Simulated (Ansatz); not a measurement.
**P in Ansatz: the effect of functional**

Crystal: P.

```
P
1.0
     1.64774   -5.46504    0.00000
     1.64774    5.46504    0.00000
     0.00000    0.00000    4.54364
P
4
Direct
  0.90414 0.09586 0.58882
  0.09586 0.90414 0.41118
  0.59586 0.40414 0.08882
  0.40414 0.59586 0.91118
```

Alike in all runs:

```yaml
Program: Ansatz 0.2.0
Task: projected density of states
Potentials_or_basis: Ansatz PAW
k_mesh: 5 × 5 × 4
Occupations: fermi-dirac, width 0.05 eV
Spin: no spin polarisation
```

Question: One run gave: gap on the mesh 1.68 eV; pressure -0.2 GPa; largest force 0.15 eV/Å. Which functional did it use?
A. revPBE
B. PBE0
C. PBEsol
D. HSE06
E. r2SCAN0

Answer: B.

```tsv
functional	cutoff	gap on the mesh (eV)	pressure (GPa)	largest force (eV/Å)
LDA	420 eV (not typed: the program's choice for these potentials)	0.34	-2.0	0.20
PBE	420 eV (not typed: the program's choice for these potentials)	0.44	2.1	0.33
PBEsol	420 eV (not typed: the program's choice for these potentials)	0.37	-0.5	0.29
RPBE	420 eV (not typed: the program's choice for these potentials)	0.49	3.9	0.35
revPBE	420 eV (not typed: the program's choice for these potentials)	0.48	3.4	0.35
BLYP	420 eV (not typed: the program's choice for these potentials)	0.52	6.5	0.46
r2SCAN	500 eV (not typed: the program's choice for these potentials)	0.57	0.8	0.09
HSE06	420 eV (not typed: the program's choice for these potentials)	1.02	-0.1	0.14
PBE0	420 eV (not typed: the program's choice for these potentials)	1.68	-0.2	0.15
r2SCAN0	500 eV (not typed: the program's choice for these potentials)	1.75	-0.8	0.17
```

Caveats: odd divisions of the mesh miss points on the zone boundary, where band edges often lie, so the gap on the mesh can be too wide; the density of states is complete only up to the lowest level of the last band computed; the PAW data sets come from PBE, with cores solved anew for the run's functional, which leaves a small shift of forces and pressure (some runs); the thresholds are loose for stress (some runs).

A k mesh can miss the band edges.
